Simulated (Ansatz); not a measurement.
C (P6_3/mmc), random displacements

These are results of DFT PBE, scalar-relativistic, plane waves, PAW in Ansatz, not measurements. The runs took a 420 eV cutoff, a Γ-centred 12×12×6 mesh and Gaussian smearing (0.05 eV). No spin polarisation. Energies are free energies at this smearing, counted from the undisturbed cell; pressure is positive in compression.

Reference structure (relaxed at this level):

```xyz
4
Lattice="2.5116 0.0000 0.0000 -1.2558 2.1751 0.0000 0.0000 0.0000 4.1804" Properties=species:S:1:pos:R:3 pbc="T T T"
C     0.0000    1.4501    0.2622
C     1.2558    0.7250    2.3524
C     0.0000    1.4501    1.8279
C     1.2558    0.7250    3.9181
```

The atoms are displaced (Å, in the unstrained cell):

| atom | ux | uy | uz |
| --- | --- | --- | --- |
| C1 | -0.197 | -0.161 | 0.041 |
| C2 | 0.168 | 0.299 | -0.231 |
| C3 | 0.092 | -0.161 | 0.260 |
| C4 | -0.063 | 0.023 | -0.069 |

Strain (Voigt, engineering shear): (0.0052, 0.0064, 0.0128, 0.0095, 0.0103, 0.0064).

What are the energy change, the stress and the forces?

ΔE = 1854.0 meV/atom; stress (xx, yy, zz, yz, xz, xy; compression positive) (78.28, 57.00, 26.15, 11.10, 4.77, 18.88) GPa.
```
atom Fx (eV/Å) Fy Fz
  C1       4.48   3.51  -3.91
  C2      -8.67  -6.38   7.79
  C3       7.55   5.67  -8.63
  C4      -3.36  -2.80   4.74
```

Cost: 1 run of about 0.23 core-minutes, on Intel Xeon Platinum 8259CL (Skylake/Cascade Lake) (shared hosts).